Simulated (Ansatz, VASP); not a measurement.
Two plane-wave programs on RbBr

Contents of INCAR:

```
SYSTEM = RbBr
ALGO = Normal ; EDIFF = 1E-7
ENCUT = 520 ; GGA = PE
ISIF = 2 ; ISMEAR = 0
LASPH = .TRUE. ; LCHARG = .FALSE.
LREAL = .FALSE. ; LWAVE = .FALSE.
NBANDS = 15 ; NELM = 80
PREC = Accurate ; SIGMA = 0.05
```

File KPOINTS:

```
k-points
0
G
  8 8 8
  0 0 0
```

The input POSCAR:

```
RbBr
1.0
    0.0000000000      3.4428066972      3.4428066972
    3.4428066972      0.0000000000      3.4428066972
    3.4428066972      3.4428066972      0.0000000000
Rb Br
1 1
Direct
    0.5000000000      0.5000000000      0.5000000000
    0.0000000000      0.0000000000      0.0000000000
```

Input for Ansatz:

```yaml
crystal:
  lattice:
    - [0.0, 3.4428066972, 3.4428066972]
    - [3.4428066972, 0.0, 3.4428066972]
    - [3.4428066972, 3.4428066972, 0.0]
  atoms:
    - { symbol: Rb, position: [0.5, 0.5, 0.5] }
    - { symbol: Br, position: [0.0, 0.0, 0.0] }
basis:
  ecutwfc: 420
  ecutrho_ratio: 4
kpoints:
  mp_grid: { grid: [8, 8, 8] }
hamiltonian:
  xc: pbe
scf:
  occupations: { method: gaussian, width: 0.05 }
output:
  forces: true
  stress: true
  eigenvalues: true
```

Alike in both runs: task single point; functional PBE; k mesh 8 × 8 × 8; occupations gaussian, width 0.05 eV; no spin polarisation.

|  | VASP | Ansatz |
| --- | --- | --- |
| version | VASP 6.6.1 | Ansatz 0.2.0 |
| potentials or method | VASP PAW PBE potentials, release 64 (Rb_sv, Br) | scalar-relativistic, plane waves, PAW |
| plane-wave cutoff (eV) | 520 | 420 |
| valence electrons in the cell | 16 | 16 |

```csv
,VASP,Ansatz,Ansatz less VASP
gap on the k mesh at the Fermi level (eV),4.33,4.33,+0.002
least direct gap on the mesh (eV),4.33,4.33,+0.002
pressure (GPa),0.8,0.8,-0.03
```

The functional is the same, so the differences come from potentials, cutoffs and numerics.

A k mesh can miss the band edges. A hybrid or GW would open this gap; PBE tends to underestimate it.
